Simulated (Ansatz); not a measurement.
# InAs (F-43m) in Ansatz: settings compared

One crystal, InAs, is run at these levels: revPBE, BLYP, PBE; tasks: band structure.

Program: Ansatz 0.2.0. These are calculated values, not measurements. Logs are shortened: lines on timing, memory, paths and dates and some standing lists are left out, and cuts for length are marked.

**The experiment to reproduce.**

A printed reference work, data compilation reports, for a bulk crystal of InAs at 4.2 K: band gap 0.418 eV (direct).

How close the calculation comes is told below.

## 1. The structure

The structure is cubic, space group F-43m (No. 216). The conventional cell has a = 6.036 Å, b = 6.036 Å, c = 6.036 Å, α = 90.00°, β = 90.00°, γ = 90.00°. Around In (site symmetry -43m) lie 4 As at 2.61 Å. As (site symmetry -43m) is surrounded by 4 In at 2.61 Å.

## 2. Band structure, revPBE

File input.yaml:

```yaml
crystal:
  lattice:
    - [0.0, 3.018, 3.018]
    - [3.018, 0.0, 3.018]
    - [3.018, 3.018, 0.0]
  atoms:
    - { symbol: In, position: [0.0, 0.0, 0.0] }
    - { symbol: As, position: [0.75, 0.75, 0.75] }
kpoints:
  mp_grid: { grid: [8, 8, 8] }
  band_path:
    path:
      - [0.0, 0.0, 0.0]
      - [0.5, 0.0, 0.5]
      - [0.5, 0.25, 0.75]
      - [0.375, 0.375, 0.75]
      - [0.0, 0.0, 0.0]
      - [0.5, 0.5, 0.5]
      - [0.625, 0.25, 0.625]
      - [0.5, 0.25, 0.75]
    npoints: 6
scf:
  occupations: { method: fermi_dirac, width: 0.05 }
hamiltonian:
  xc: revpbe
  pseudopotentials: { kind: all_electron, lapw: { basis_error: 0.001 } }
output:
  forces: true
  stress: true
  eigenvalues: true
```

Potentials or basis: all-electron LAPW, scalar-relativistic.

Launch:

```
> ansatz run input.yaml --threads 1 --pin off --max-ram 3072MiB --backend cpu --events-out ev --progress --plain --runs-dir out
```

What it wrote:

```text
Warning: RAYON_NUM_THREADS=1 ignored (pool sized by the plan → 1); use --threads N
LAPW: plane waves up to 8.618 Å⁻¹, error target 1.0e-3 eV per atom; small_component_spin mean_spin; As in spheres of 1.266 Å, 23 of its electrons in bands, Dirac shells []; In in spheres of 1.348 Å, 21 of its electrons in bands, Dirac shells [] (how accurate: hamiltonian.pseudopotentials.lapw.basis_error, Limitations)
Engine: ansatz 0.2.0, aarch64-unknown-linux-gnu
Pseudopotentials: kind: all_electron
Pseudopotential: In, LAPW, valence charge 21, lapw/all_electron/scalar/gaussian/In, Koelling and Harmon's equation, gaussian nucleus
Pseudopotential: As, LAPW, valence charge 23, lapw/all_electron/scalar/gaussian/As, Koelling and Harmon's equation, gaussian nucleus
Functional definition: revPBE
  parameter kappa = 1.245
  parameter beta = 0.06672455060314922
  exchange = pbe_x(kappa = kappa, mu = beta*pi^2/3)
  correlation = pbe_c(beta = beta)
Crystal: 2 atoms, lattice volume = 54.978 Å³
Basis set: ecut = 282.944330708764 eV, 609 PW (Γ), exchange–correlation at level 2
Bands: 27, of which v1, the nominal top of the filled ones, is band 22 counted from 1 (21 counted from 0)
Symmetry: 24 space group operations
Space group: F-43m (ITA 216), of the structure as read, at distance tolerance 3.8e-5 Å
k-points: 29 of 512 (time reversal used)
Non-local potential: In, projectors of the file, none
Non-local potential: As, projectors of the file, none
Initial density: superposition of atomic densities (chi_scale 0.1, normalization cell, long waves kept (reshape's long-wave potential 0.00 eV rms))
Initial wavefunctions: plane waves of lowest kinetic energy (no species holds an atomic orbital)
Functional: x = revpbe(κ = 1.245, μ = 0.2195149727645171), c = pbe(β = 0.06672455060314922)
iter 1 solved again at ethr=2.05e-3 eV; its pass at ethr=1.00e-1 eV (dr2=9.01e-1 eV) is discarded
SCF iter   1: F=—  HF=-221580.757359 eV  |F-HF|=—  |Δ(HF+E_count)|=         —  Δρ=2.95e-2  dr2=9.02e-1  ethr=2.05e-3  ⟨swp⟩=2.0  Hψ=4983  notcnv=0
preconditioner: auto → none  [insulator: Δε(μ)=0.221 eV  Ē_g=15.161 eV  σ=0.050 eV  W_gap=0.76  n_scr=14 (ndim 8)  ℏωp=21.2 eV  f_vac=0.128  D(μ)=0.03/eV (n_scr^D=0)  ε∞_Penn≈3.0]
iter 2 solved again at ethr=1.01e-4 eV; its pass at ethr=2.05e-3 eV (dr2=4.43e-2 eV) is discarded
SCF iter   2: F=—  HF=-221580.510065 eV  |F-HF|=—  |Δ(HF+E_count)|=   2.47e-1  Δρ=9.30e-3  dr2=4.43e-2  ethr=1.01e-4  ⟨swp⟩=2.0  Hψ=3985  notcnv=0
SCF iter   3: F=—  HF=-221580.498813 eV  |F-HF|=—  |Δ(HF+E_count)|=         —  Δρ=4.75e-3  dr2=1.35e-2  ethr=1.01e-4  ⟨swp⟩=2.0  Hψ=2325  notcnv=0
the basis was enlarged: its passes take 187.5 KiB over the memory plan, 1 of 1 planned eigensolver slots
SCF iter   4: F=—  HF=-221580.500624 eV  |F-HF|=—  |Δ(HF+E_count)|=   1.81e-3  Δρ=1.32e-3  dr2=1.04e-3  ethr=3.08e-5  ⟨swp⟩=2.1  Hψ=2284  notcnv=0
SCF iter   5: F=—  HF=-221580.501040 eV  |F-HF|=—  |Δ(HF+E_count)|=   4.16e-4  Δρ=2.01e-4  dr2=2.98e-5  ethr=2.35e-6  ⟨swp⟩=3.0  Hψ=2269  notcnv=0
SCF iter   6: F=—  HF=-221580.501109 eV  |F-HF|=—  |Δ(HF+E_count)|=   6.89e-5  Δρ=6.53e-5  dr2=2.00e-6  ethr=6.76e-8  ⟨swp⟩=3.0  Hψ=2298  notcnv=0
SCF iter   7: F=-221580.501117 eV  HF=-221580.501116 eV  |F-HF|=2.86e-7  |Δ(HF+E_count)|=   7.47e-6  Δρ=1.08e-5  dr2=7.29e-8  ethr=4.55e-9  ⟨swp⟩=3.0  Hψ=2299  notcnv=0
SCF 1 converged in 7 iterations: F = -221580.501117 eV  dr2 = 7.29e-8
NSCF: frozen V_eff on 43 k-points
SCF converged after 7 iterations
Free energy (F): -221580.501117 eV
Harris-Foulkes:  -221580.501116 eV  (|F-HF|=2.86e-7)
Internal energy: -221580.500549 eV  (E = F + TS)
E sigma→0 (E₀):  -221580.500833 eV
Entropy (-TS):   -0.000567 eV (-0.284 meV/atom)
Fermi energy:    9.877377 eV
--- Per-component energies (eV) ---
  E_band       = -1909.235141
  E_kinetic    = 230900.722329
  E_xc         = -6646.676909
  E_electrostatic = -445834.545969  (all electrons and nuclei)
  E_smearing   = -0.000567  (= −TS)
  E_closure    = 0.000000  (closes the sum)
  E_atoms      = -221573.460208  (free atoms, spherical and without spin; not in F)
  Σ components = -221580.501117   (vs F -221580.501117, Δ=0.00e0)
  Basis errors (estimates in eV, not in F): energy 4.4e-4 per atom: plane waves 4.1e-4 (2.4e-4 summed), levels above the bands 1.4e-75, relativity 7.4e-8, radial functions 3.8e-5, core shells 4.0e-7; eigenvalues (radial functions only) 1.2e-6; not estimated: angular momenta, meshes, grids; target (lapw.basis_error) 1.0e-3; muffin-tin radii As 1.266 Å, In 1.348 Å
--- Forces (eV/Å), atoms counted from 1 ---
  atom   1  In     0.00000000    -0.00000000     0.00000000
  atom   2  As    -0.00000000     0.00000000    -0.00000000
  max |Σ_I F_I| component: 3.70e-17 eV/Å
--- Stress (GPa, compression-positive) ---
        5.567301       0.000000      -0.000000
        0.000000       5.567301       0.000000
       -0.000000       0.000000       5.567301
  P = ⅓ Tr σ = 5.5673 GPa (55.673 kbar)
--- Band table (eV; the first three rows and the last of 29) ---
  k-point 0: bands = ["-174.8328", "-118.1374", "-118.1374", "-118.1374", "-105.4231", "-63.9043", "-63.9043", "-63.9043", "-25.1298", "-25.1298", "-25.1298", "-25.1221", "-25.1221", "-4.5983", "-4.5983", "-4.5983", "-4.4715", "-4.4715", "-2.0416", "9.7512", "9.8246", "9.8246", "9.8246", "13.7775", "13.7775", "13.7775", "17.5185"]
  k-point 1: bands = ["-174.8328", "-118.1374", "-118.1374", "-118.1374", "-105.4231", "-63.9044", "-63.9043", "-63.9043", "-25.1298", "-25.1298", "-25.1298", "-25.1220", "-25.1220", "-4.6184", "-4.5923", "-4.5923", "-4.4716", "-4.4716", "-1.8792", "7.9851", "9.6326", "9.6326", "11.0045", "13.9514", "14.0585", "14.0585", "18.3342"]
  k-point 2: bands = ["-174.8328", "-118.1374", "-118.1374", "-118.1374", "-105.4231", "-63.9044", "-63.9043", "-63.9043", "-25.1299", "-25.1297", "-25.1297", "-25.1220", "-25.1220", "-4.6638", "-4.5795", "-4.5795", "-4.4703", "-4.4703", "-1.4343", "6.1569", "9.2536", "9.2536", "11.1569", "14.4939", "14.4939", "15.0794", "18.3407"]
  k-point 28: bands = ["-174.8328", "-118.1374", "-118.1374", "-118.1374", "-105.4231", "-63.9044", "-63.9044", "-63.9044", "-25.1298", "-25.1298", "-25.1293", "-25.1220", "-25.1217", "-4.7581", "-4.5470", "-4.5231", "-4.4868", "-4.4633", "0.0357", "4.1460", "6.8780", "6.9621", "14.0935", "14.1881", "14.9088", "15.9993", "19.7700"]
```

It took 21 s on 1 thread of Arm Neoverse V1, shared host; peak memory 0.3 GiB.

What came out:

| Quantity | Value |
| --- | --- |
| Free energy | -221580.5011 eV |
| Pressure | 5.6 GPa |
| Band gap along the path | none (metal or under the smearing width) |

Levels at the corners of the path, in eV from the Fermi level:
```csv
point,band 20,band 21,band 22,band 23,band 24,band 25
Γ,-0.13,-0.05,-0.05,-0.05,3.90,3.90
X,-5.87,-2.38,-2.38,1.58,2.08,9.27
W,-5.73,-3.00,-2.92,4.22,4.31,5.03
K,-5.74,-3.32,-2.00,2.13,4.29,7.36
Γ,-0.13,-0.05,-0.05,-0.05,3.90,3.90
L,-5.80,-1.04,-1.04,0.99,4.67,4.67
U,-5.74,-3.32,-2.00,2.13,4.29,7.36
W,-5.73,-3.00,-2.92,4.22,4.31,5.03
```

Caveat: spin-orbit coupling is left out, which moves the levels of the heavy elements.

## 3. Band structure, BLYP

Edit input.yaml of step 2 so:

```diff
@@ -24,3 +24,3 @@
 hamiltonian:
-  xc: revpbe
+  xc: blyp
   pseudopotentials: { kind: all_electron, lapw: { basis_error: 0.001 } }
```

Potentials or basis: all-electron LAPW, scalar-relativistic.

Launch:

```
> ansatz run input.yaml --threads 1 --pin off --max-ram 3072MiB --backend cpu --events-out ev --progress --plain --runs-dir out
```

It took 21 s on 1 thread of Arm Neoverse V1, shared host; peak memory 0.3 GiB.

It converged, with:

```
Free energy             : -221596.9605 eV
Pressure                : 7.5 GPa
Band gap along the path : none (metal or under the smearing width)
```

Levels at the corners of the path, in eV from the Fermi level:
```tsv
point	band 20	band 21	band 22	band 23	band 24	band 25
Γ	-0.36	-0.05	-0.05	-0.05	3.88	3.88
X	-5.93	-2.36	-2.36	1.63	2.08	9.18
W	-5.80	-2.96	-2.88	4.11	4.38	4.98
K	-5.80	-3.27	-1.99	2.15	4.26	7.31
Γ	-0.36	-0.05	-0.05	-0.05	3.88	3.88
L	-5.83	-1.04	-1.04	0.88	4.70	4.70
U	-5.80	-3.27	-1.99	2.15	4.26	7.31
W	-5.80	-2.96	-2.88	4.11	4.38	4.98
```

Caveat: spin-orbit coupling is left out, which moves the levels of the heavy elements.

## 4. Band structure, PBE

Edit input.yaml of step 3 so:

```diff
@@ -9,3 +9,3 @@
 kpoints:
-  mp_grid: { grid: [8, 8, 8] }
+  mp_grid: { grid: [6, 6, 6] }
   band_path:
@@ -24,3 +24,3 @@
 hamiltonian:
-  xc: blyp
+  xc: pbe
   pseudopotentials: { kind: all_electron, lapw: { basis_error: 0.001 } }
```

Launch:

```
> ansatz run input.yaml --threads 1 --pin off --max-ram 3072MiB --backend cpu --events-out ev --progress --plain --runs-dir out
```

Wall time 15 s (1 thread of Arm Neoverse V1, shared host); peak memory 0.27 GiB.

It converged, with:

| Item | Value |
| --- | --- |
| Free energy | -221570.3146 eV |
| Pressure | 4.4 GPa |
| Band gap along the path | none (metal or under the smearing width) |

Levels at the corners of the path, in eV from the Fermi level:
```csv
point,band 19,band 20,band 21,band 22,band 23,band 24,band 25,band 26
Γ,-11.93,-0.21,-0.04,-0.04,-0.04,3.88,3.88,3.88
X,-9.90,-5.89,-2.37,-2.37,1.50,2.03,9.18,9.28
W,-9.85,-5.75,-3.01,-2.93,4.20,4.26,4.98,6.06
K,-9.92,-5.76,-3.33,-2.00,2.08,4.25,7.30,7.40
Γ,-11.93,-0.21,-0.04,-0.04,-0.04,3.88,3.88,3.88
L,-10.45,-5.82,-1.03,-1.03,0.93,4.65,4.65,6.83
U,-9.92,-5.76,-3.33,-2.00,2.08,4.25,7.30,7.40
W,-9.85,-5.75,-3.01,-2.93,4.20,4.26,4.98,6.06
```

Caveat: the k mesh is thin for a metal, which can move the energy by tens of meV per atom; spin-orbit coupling is left out, which moves the levels of the heavy elements.

## 5. Band structure, PBE, spin-orbit coupling, no magnetisation

Edit input.yaml of step 4 so:

```diff
@@ -26,2 +26,5 @@
   pseudopotentials: { kind: all_electron, lapw: { basis_error: 0.001 } }
+magnetization:
+  noncollinear: true
+  spin_orbit: true
 output:
```

Potentials or basis: all-electron LAPW, relativistic spinors.

Launch:

```
> ansatz run input.yaml --threads 1 --pin off --max-ram 3072MiB --backend cpu --events-out ev --progress --plain --runs-dir out
```

What it wrote:

```text
Warning: RAYON_NUM_THREADS=1 ignored (pool sized by the plan → 1); use --threads N
[... 68 lines left out ...]
  k-point 2: bands = ["-174.7983", "-174.7983", "-121.5877", "-121.5877", "-116.5661", "-116.5661", "-116.5661", "-116.5661", "-105.4233", "-105.4233", "-68.5380", "-68.5380", "-61.8937", "-61.8937", "-61.8936", "-61.8936", "-25.6571", "-25.6570", "-25.6570", "-25.6570", "-24.9332", "-24.9332", "-24.9284", "-24.9284", "-24.9282", "-24.9281", "-5.1297", "-5.1297", "-5.1055", "-5.0968", "-4.3335", "-4.3335", "-4.2595", "-4.2595", "-4.2082", "-4.1977", "-1.1501", "-1.1501", "4.9992", "4.9992", "8.8206", "8.8206", "9.0654", "9.0752", "10.8713", "10.8713", "14.3552", "14.3552", "14.5824", "14.5844", "15.9204", "15.9204", "17.9253", "17.9253"]
  k-point 15: bands = ["-174.7983", "-174.7983", "-121.5877", "-121.5877", "-116.5661", "-116.5661", "-116.5661", "-116.5661", "-105.4233", "-105.4233", "-68.5380", "-68.5380", "-61.8937", "-61.8937", "-61.8937", "-61.8937", "-25.6570", "-25.6570", "-25.6570", "-25.6568", "-24.9330", "-24.9330", "-24.9284", "-24.9282", "-24.9282", "-24.9281", "-5.1979", "-5.1362", "-5.0752", "-5.0639", "-4.4253", "-4.2998", "-4.2335", "-4.2270", "-4.2096", "-4.1940", "-0.0757", "-0.0713", "3.9761", "4.0238", "6.8736", "6.9130", "6.9607", "7.0338", "12.7919", "12.8782", "13.1560", "13.2503", "16.1214", "16.2776", "16.7367", "16.7796", "19.4660", "19.6406"]
```

bands.tsv:

```text
[... 57 lines left out ...]
```

Wall time 79 s (1 thread of Arm Neoverse V1, shared host); peak memory 0.45 GiB.

What came out:

```yaml
Free_energy: -221616.7603 eV
Pressure: 4.3 GPa
Band_gap_along_the_path: none (metal or under the smearing width)
```

Levels at the corners of the path, in eV from the Fermi level:
| point | band 40 | band 41 | band 42 | band 43 | band 44 | band 45 | band 46 | band 47 | band 48 | band 49 |
| --- | --- | --- | --- | --- | --- | --- | --- | --- | --- | --- |
| Γ | -0.35 | -0.28 | -0.28 | 0.00 | 0.00 | 0.00 | 0.00 | 3.48 | 3.48 | 3.95 |
| X | -5.97 | -2.46 | -2.46 | -2.46 | -2.46 | 1.43 | 1.43 | 1.96 | 1.96 | 9.03 |
| W | -5.80 | -3.14 | -3.08 | -3.04 | -2.94 | 4.02 | 4.18 | 4.20 | 4.21 | 4.76 |
| K | -5.81 | -3.42 | -3.41 | -2.08 | -2.08 | 2.00 | 2.00 | 4.14 | 4.20 | 7.09 |
| Γ | -0.35 | -0.28 | -0.28 | 0.00 | 0.00 | 0.00 | 0.00 | 3.48 | 3.48 | 3.95 |
| L | -5.90 | -1.24 | -1.24 | -0.99 | -0.99 | 0.85 | 0.85 | 4.48 | 4.48 | 4.66 |
| U | -5.81 | -3.42 | -3.41 | -2.08 | -2.08 | 2.00 | 2.00 | 4.14 | 4.20 | 7.09 |
| W | -5.80 | -3.14 | -3.08 | -3.04 | -2.94 | 4.02 | 4.18 | 4.20 | 4.21 | 4.76 |

Caveat: the k mesh is thin for a metal, which can move the energy by tens of meV per atom.

## 6. Summary

```csv
level,potentials or basis,spin,k mesh,pressure (GPa)
revPBE,"all-electron LAPW, scalar-relativistic",off,8 × 8 × 8,5.6
BLYP,"all-electron LAPW, scalar-relativistic",off,8 × 8 × 8,7.5
PBE,"all-electron LAPW, scalar-relativistic",off,6 × 6 × 6,4.4
PBE,"all-electron LAPW, relativistic spinors","SOC, no magnetisation",6 × 6 × 6,4.3
```

Alike in all rows: task band structure; cell as given; cutoff (eV) 283; smearing fermi-dirac 0.05 eV; basis error allowed 0.001 eV/atom.

Caveats: spin-orbit coupling is left out, which moves the levels of the heavy elements (some runs); the k mesh is thin for a metal, which can move the energy by tens of meV per atom (some runs).

Compare energies only between runs with the same functional and basis.

## 7. How close it comes

Step 2. Against the measured gap of InAs, 0.418 eV (direct; 4.2 K; a printed reference work, data compilation), the calculated 0.00 eV is off by -0.42 eV. Spin-orbit coupling on As, In is left out. The value is that of revPBE, without temperature or zero-point motion. Semilocal functionals fall short of measured gaps as a rule.

Step 3. A measured gap of InAs is 0.418 eV (direct; 4.2 K; a printed reference work, data compilation); the calculated 0.00 eV misses it by -0.42 eV. Spin-orbit coupling on As, In is left out. The value is that of BLYP, without temperature or zero-point motion. Semilocal functionals fall short of measured gaps as a rule.

Step 4. Measured gap of InAs: 0.418 eV (direct; 4.2 K; a printed reference work, data compilation). This calculation gives 0.00 eV (-0.42 eV). Spin-orbit coupling on As, In is left out. The value is that of PBE, without temperature or zero-point motion. Semilocal functionals fall short of measured gaps as a rule.

Step 5. A measured gap of InAs is 0.418 eV (direct; 4.2 K; a printed reference work, data compilation); the calculated 0.00 eV misses it by -0.42 eV. The value is that of PBE, without temperature or zero-point motion. Semilocal functionals fall short of measured gaps as a rule.
